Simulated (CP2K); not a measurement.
The system is WC (Qusongite).

```
W C
1.0
     2.90650    0.00000    0.00000
    -1.45325    2.51710    0.00000
     0.00000    0.00000    2.83660
W C
1 1
Direct
  0.00000 0.00000 0.00000
  0.66667 0.33333 0.50000
```

Base run:

| Item | Value |
| --- | --- |
| Program | CP2K 2026.2 |
| Functional | BLYP |
| Potentials or basis | POTENTIAL_UZH W GTH-PBE-q14, C GTH-PBE-q4; TZVP-MOLOPT-PBE-GTH basis |
| Density cutoff | 9184 eV |
| k mesh | 10 × 10 × 9 |
| Occupations | fermi-dirac, width 0.05 eV |
| Spin | no spin polarisation |

Its results: band gap on the k mesh none (metal or under the smearing width); pressure 15.9 GPa.

Task: The run is repeated on the same cell with these changes: functional from BLYP to LDA. What comes out?

Result: Band gap on the k mesh none (metal or under the smearing width); pressure -6.5 GPa.

LDA binds more tightly than BLYP, so the same cell stands under less pressure.

Caveats: the potentials were made for another functional, which shifts forces and pressure; the basis of atomic orbitals isn't converged, which shifts pressures, moduli and gaps.

Not every run made on this cell is shown here.
